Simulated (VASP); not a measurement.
# CdS (Greenockite) (P6_3mc) in VASP: notebook

The runs below take CdS (Greenockite) through single point, with PBE.

Everything below comes from runs of VASP 6.6.1. Logs are shortened: lines on timing, memory, paths and dates and some standing lists are left out, and cuts for length are marked.

### Step 1. The structure

Symmetry: P6_3mc, No. 186, hexagonal system. The conventional cell has a = 4.150 Å, b = 4.150 Å, c = 6.737 Å, α = 90.00°, β = 90.00°, γ = 120.00°. Around Cd (site symmetry 3m) lie 4 S at 2.53 to 2.54 Å. S (site symmetry 3m) has 4 Cd at 2.53 to 2.54 Å as nearest neighbours.

### Step 2. Single point, PBE, spin-orbit coupling, no magnetisation

INCAR reads:

```
ALGO     = Normal         # electronic algorithm
EDIFF    = 1E-7           # SCF threshold, eV
ENCUT    = 300            # plane-wave cutoff, eV
GGA      = PE             # functional
GGA_COMPAT= F            
ISIF     = 2              # what is computed and relaxed
ISMEAR   = 0              # smearing method
LASPH    = T              # aspherical terms in the spheres
LCHARG   = F              # write CHGCAR
LORBIT   = 11             # projections on sites
LREAL    = F              # projectors in reciprocal space
LSORBIT  = T              # spin-orbit coupling
LWAVE    = F              # write WAVECAR
MAGMOM   = 0 0 0 0 0 0 0 0 0 0 0 0 # initial moments
NBANDS   = 52             # bands
NELM     = 100            # most SCF steps
PREC     = Accurate       # precision mode
SIGMA    = 0.02           # smearing width, eV
```

KPOINTS reads:

```
k-points
0
Gamma
  7 7 4
```

POSCAR reads:

```
CdS
1.0
    4.1500000000      0.0000000000      0.0000000000
   -2.0750000000      3.5940054257      0.0000000000
    0.0000000000      0.0000000000      6.7370000000
Cd S
2 2
Direct
    0.6666666667      0.3333333333      0.5000000000
    0.3333333333      0.6666666667      0.0000000000
    0.6666666667      0.3333333333      0.8750000000
    0.3333333333      0.6666666667      0.3750000000
```

Potentials or basis: VASP PAW PBE potentials, release 64 (Cd, S).

On the command line:

```console
$ cat potpaw_PBE.64/Cd/POTCAR potpaw_PBE.64/S/POTCAR > POTCAR
$ mpirun -np 1 vasp_ncl > vasp.out
```

OUTCAR:

```text
EDIFF = 1E-7
   ENCUT = 300
   GGA = PE
   ISIF = 2
   ISMEAR = 0
   LASPH = T
   LORBIT = 11
   LREAL = F
   LSORBIT = T
   NELM = 100
   PREC = Accurate

 Found     32 irreducible k-points:

 Following reciprocal coordinates:
            Coordinates               Weight
  0.000000  0.000000  0.000000      1.000000
  0.142857 -0.000000  0.000000      6.000000
  0.285714 -0.000000  0.000000      6.000000
  0.428571 -0.000000  0.000000      6.000000
  0.142857  0.142857  0.000000      6.000000
  0.285714  0.142857  0.000000     12.000000
   k-points           NKPTS =     32   k-points in BZ     NKDIM =     32   number of bands    NBANDS=     52
   number of dos      NEDOS =    301   number of ions     NIONS =      4
   total plane-waves  NPLWV =  23040
   dimension x,y,z NGX =    24 NGY =   24 NGZ =   40
   dimension x,y,z NGXF=    48 NGYF=   48 NGZF=   80
   ions per type =               2   2
   NGX,Y,Z   is equivalent  to a cutoff of   9.61,  9.61,  9.87 a.u.
   NGXF,Y,Z  is equivalent  to a cutoff of  19.23, 19.23, 19.74 a.u.
 SYSTEM =  unknown system
   PREC   = accura    normal or accurate (medium, high low for compatibility)
   ISTART =      0    job   : 0-new  1-cont  2-samecut
   ICHARG =      2    charge: 1-file 2-atom 10-const
   ISPIN  =      1    spin polarized calculation?
   LNONCOLLINEAR =      T non collinear calculations
   LSORBIT =      T    spin-orbit coupling
   LASPH  =      T    aspherical Exc in radial PAW
   ENCUT  =  300.0 eV  22.05 Ry    4.70 a.u.   5.86  5.86  9.51*2*pi/ulx,y,z
   NELM   =    100;   NELMIN=  2; NELMDL= -5     # of ELM steps
   EDIFF  = 0.1E-06   stopping-criterion for ELM
   LREAL  =      F    real-space projection
   EDIFFG = 0.1E-05   stopping-criterion for IOM
   NSW    =      0    number of steps for IOM
   IBRION =     -1    ionic relax: 0-MD 1-quasi-New 2-CG
   NFREE  =      0    steps in history (QN), initial steepest desc. (CG)
   ISIF   =      2    stress and relaxation
   ISYM   =      2    0-nonsym 1-usesym 2-fastsym
   POTIM  = 0.5000    time-step for ionic-motion
   TEBEG  =    0.0;   TEEND  =   0.0 temperature during run
   PSTRESS=    0.0 pullay stress
   NELECT =      36.0000    total number of electrons
   NUPDOWN=      -1.0000    fix difference up-down
   EMIN   =  10.00;   EMAX   =-10.00  energy-range for DOS
   EFERMI =   0.00;   METHOD = LEGACY
   ISMEAR =     0;   SIGMA  =   0.02  broadening in eV -4-tet -1-fermi 0-gaus
   EFERMI_NEDOS =   21; number of points for ismear=-14 and -15
   IALGO  =     38    algorithm
   IMIX   =      4    mixing-type and parameters
     AMIX     =   0.40;   BMIX     =  1.00
     AMIX_MAG =   1.60;   BMIX_MAG =  1.00
  volume/ion in A,a.u.               =      25.12       169.52
  Fermi-wavevector in a.u.,A,eV,Ry     =   1.162727  2.197236 18.394190  1.351935
  Thomas-Fermi vector in A             =   2.299285
   LORBIT       =     11    0 simple, 1 ext, 2 COOP (PROOUT), +10 PAW based schemes
[... 358 lines left out ...]
  energy-cutoff  :      300.00
  volume of cell :      100.48
      direct lattice vectors                 reciprocal lattice vectors
     4.150000000  0.000000000  0.000000000     0.240963855  0.139120547  0.000000000
    -2.075000000  3.594005426  0.000000000     0.000000000  0.278241094  0.000000000
     0.000000000  0.000000000  6.737000000     0.000000000  0.000000000  0.148434021

 POSITION                                       TOTAL-FORCE (eV/Angst)
 -----------------------------------------------------------------------------------
      2.07500      1.19800      3.36850        -0.000000      0.000000     -0.069123
     -0.00000      2.39600      0.00000         0.000000     -0.000000     -0.069123
      2.07500      1.19800      5.89487        -0.000000     -0.000000      0.069123
     -0.00000      2.39600      2.52637         0.000000      0.000000      0.069123
 -----------------------------------------------------------------------------------
    total drift:                               -0.000000      0.000000     -0.000901

  FREE ENERGIE OF THE ION-ELECTRON SYSTEM (eV)
  ---------------------------------------------------
  free  energy   TOTEN  =       -12.3112462519 eV

  energy  without entropy=      -12.3112462519  energy(sigma->0) =      -12.31124625

 Spin-Orbit-Coupling matrix elements

 Ion:    1  E_soc:     -0.0553693
 l=   1
     0.0000000    -0.0024370    -0.0024271
    -0.0024370     0.0000000    -0.0024370
    -0.0024271    -0.0024370     0.0000000
 l=   2
     0.0000000    -0.0013518     0.0000000    -0.0013518    -0.0054542
    -0.0013518     0.0000000    -0.0040910    -0.0013401    -0.0013518
     0.0000000    -0.0040910     0.0000000    -0.0040910     0.0000000
    -0.0013518    -0.0013401    -0.0040910     0.0000000    -0.0013518
    -0.0054542    -0.0013518     0.0000000    -0.0013518     0.0000000
 l=   3
     0.0000000     0.0000000     0.0000000     0.0000000     0.0000000     0.0000000     0.0000000
     0.0000000     0.0000000     0.0000000     0.0000000     0.0000000     0.0000000     0.0000000
     0.0000000     0.0000000     0.0000000     0.0000000     0.0000000     0.0000000     0.0000000
     0.0000000     0.0000000     0.0000000     0.0000000     0.0000000     0.0000000     0.0000000
[... 49 lines left out ...]
 l=   2
     0.0000000     0.0000000     0.0000000     0.0000000     0.0000000
     0.0000000     0.0000000     0.0000000     0.0000000     0.0000000
     0.0000000     0.0000000     0.0000000     0.0000000     0.0000000
     0.0000000     0.0000000     0.0000000     0.0000000     0.0000000
     0.0000000     0.0000000     0.0000000     0.0000000     0.0000000
 l=   3
     0.0000000     0.0000000     0.0000000     0.0000000     0.0000000     0.0000000     0.0000000
     0.0000000     0.0000000     0.0000000     0.0000000     0.0000000     0.0000000     0.0000000
     0.0000000     0.0000000     0.0000000     0.0000000     0.0000000     0.0000000     0.0000000
     0.0000000     0.0000000     0.0000000     0.0000000     0.0000000     0.0000000     0.0000000
     0.0000000     0.0000000     0.0000000     0.0000000     0.0000000     0.0000000     0.0000000
     0.0000000     0.0000000     0.0000000     0.0000000     0.0000000     0.0000000     0.0000000
     0.0000000     0.0000000     0.0000000     0.0000000     0.0000000     0.0000000     0.0000000

 total charge

# of ion       s       p       d       tot
------------------------------------------
    1        0.423   0.320   9.537  10.281
    2        0.423   0.320   9.537  10.281
    3        1.323   2.403   0.000   3.727
    4        1.323   2.403   0.000   3.727
--------------------------------------------------
tot          3.494   5.447  19.075  28.015

 magnetization (x)

# of ion       s       p       d       tot
------------------------------------------
    1       -0.000   0.000  -0.000  -0.000
    2        0.000   0.000  -0.000   0.000
    3        0.000   0.000   0.000   0.000
    4       -0.000   0.000   0.000  -0.000
--------------------------------------------------
tot          0.000   0.000  -0.000   0.000

 magnetization (y)

# of ion       s       p       d       tot
------------------------------------------
    1        0.000   0.000   0.000   0.000
    2        0.000   0.000   0.000   0.000
    3       -0.000   0.000   0.000  -0.000
    4        0.000   0.000   0.000   0.000
--------------------------------------------------
tot         -0.000   0.000   0.000  -0.000

 magnetization (z)

# of ion       s       p       d       tot
------------------------------------------
    1        0.000  -0.000   0.000  -0.000
    2        0.000   0.000   0.000   0.000
    3        0.000  -0.000   0.000  -0.000
    4        0.000  -0.000   0.000  -0.000
--------------------------------------------------
tot          0.000  -0.000   0.000  -0.000
```

stdout:

```text
POSCAR found type information on POSCAR CdS
 POSCAR found :  2 types and       4 ions
 scaLAPACK will be used
 LDA part: xc-table for (Slater+PW92), standard interpolation
 POSCAR, INCAR and KPOINTS ok, starting setup
 FFT: planning ... GRIDC
 FFT: planning ... GRID_SOFT
 FFT: planning ... GRID
 WAVECAR not read
 entering main loop
```

Wall time 1.8 min (1 thread of AMD EPYC 7R13 (Zen 3), shared host); peak memory 0.27 GiB.

These settings aren't checked as converged: the numbers below hold their error.

Results:

| Item | Value |
| --- | --- |
| Free energy | -12.3112 eV |
| Largest force | 0.069 eV/Å |
| Valence electrons inside the program's atomic spheres | Cd 10.28; S 3.73 |

Caveat: the cutoff is under 1.25 times the usual one of these potentials, so pressure, stress and relaxed cells hold a basis-set (Pulay) error.

### Step 3. Single point, PBE, spin-orbit coupling, no magnetisation

INCAR: that of step 2 with these lines changed.

```diff
@@ -2,3 +2,3 @@
 EDIFF    = 1E-7           # SCF threshold, eV
-ENCUT    = 300            # plane-wave cutoff, eV
+ENCUT    = 350            # plane-wave cutoff, eV
 GGA      = PE             # functional
```

KPOINTS is that of step 2.

POSCAR is that of step 2.

Potentials or basis: VASP PAW PBE potentials, release 64 (Cd, S).

On the command line:

```console
$ cat potpaw_PBE.64/Cd/POTCAR potpaw_PBE.64/S/POTCAR > POTCAR
$ mpirun -np 1 vasp_ncl > vasp.out
```

It took 2.5 min on 1 thread of AMD EPYC 7R13 (Zen 3), shared host; peak memory 0.34 GiB.

These settings aren't checked as converged: the numbers below hold their error.

What came out:

- Free energy: -12.3157 eV
- Pressure: 2.0 GPa
- Largest force: 0.069 eV/Å
- Valence electrons inside the program's atomic spheres: Cd 10.29; S 3.72

[end of part 1 of 2]
